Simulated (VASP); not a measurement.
**NiO2: single point with PBEsol**

Crystal: NiO2.

```
CELL_PARAMETERS angstrom
2.79878 0.00000 0.00000
-1.39939 2.42382 0.00000
0.00000 0.00000 4.61827
ATOMIC_POSITIONS crystal
Ni 0.00000 0.00000 0.50000
O 0.33333 0.66667 0.29396
O 0.66667 0.33333 0.70604
```

The cell comes from a database or a generator and needn't be the stable form of this composition.

```json
{
  "Program": "VASP 6.6.1",
  "Task": "single point",
  "Functional": "PBEsol",
  "Potentials or basis": "VASP PAW PBE potentials, release 64 (Ni_pv, O)",
  "Cutoff": "520 eV",
  "k mesh": "11 × 11 × 6",
  "Occupations": "gaussian, width 0.02 eV",
  "Spin": "collinear spin, ferromagnetic start",
  "Starting moments": "[1.0, 0.0, 0.0] μB"
}
```

```json
{
  "Pressure": "-4.3 GPa",
  "Largest force": "0.408 eV/Å",
  "Band gap on the k mesh": "0.87 eV, indirect (least direct gap 1.14 eV)",
  "Net moment": "0.00 μB per cell",
  "Valence electrons inside the program's atomic spheres": "Ni 14.48; O 4.90"
}
```

Forces on the atoms (eV/Å):
```
Ni   0.000  0.000  0.000
O    0.000  0.000  0.408
O    0.000  0.000 -0.408
```

Levels at points of the mesh, in eV from the valence-band top:
Spin up:
| k point | band 10 | band 11 | band 12 | band 13 | band 14 | band 15 | band 16 | band 17 | band 18 | band 19 |
| --- | --- | --- | --- | --- | --- | --- | --- | --- | --- | --- |
| (0.00, 0.00, 0.00) | -2.12 | -1.08 | -1.08 | -0.75 | -0.42 | 2.17 | 2.17 | 7.57 | 10.93 | 14.80 |
| (0.00, 0.00, 0.50) | -2.12 | -2.06 | -1.11 | -1.11 | -0.11 | 2.21 | 2.21 | 9.66 | 9.82 | 14.04 |
Spin down:
```tsv
k point	band 11	band 12	band 13	band 14	band 15	band 16	band 17	band 18
(0.00, 0.00, 0.00)	-1.08	-1.08	-0.75	-0.42	2.17	2.17	7.57	10.93
(0.00, 0.00, 0.50)	-2.06	-1.11	-1.11	-0.11	2.21	2.21	9.66	9.82
```

Run time: 60 s on 1 thread of Intel(R) Xeon(R) Platinum 8488C (Sapphire Rapids), on a shared host, peak memory 0.23 GiB.

Caveat: the PAW data sets were made with another functional, which shifts forces and pressure a little; an odd mesh through Γ misses points on the zone boundary, where band edges often lie.
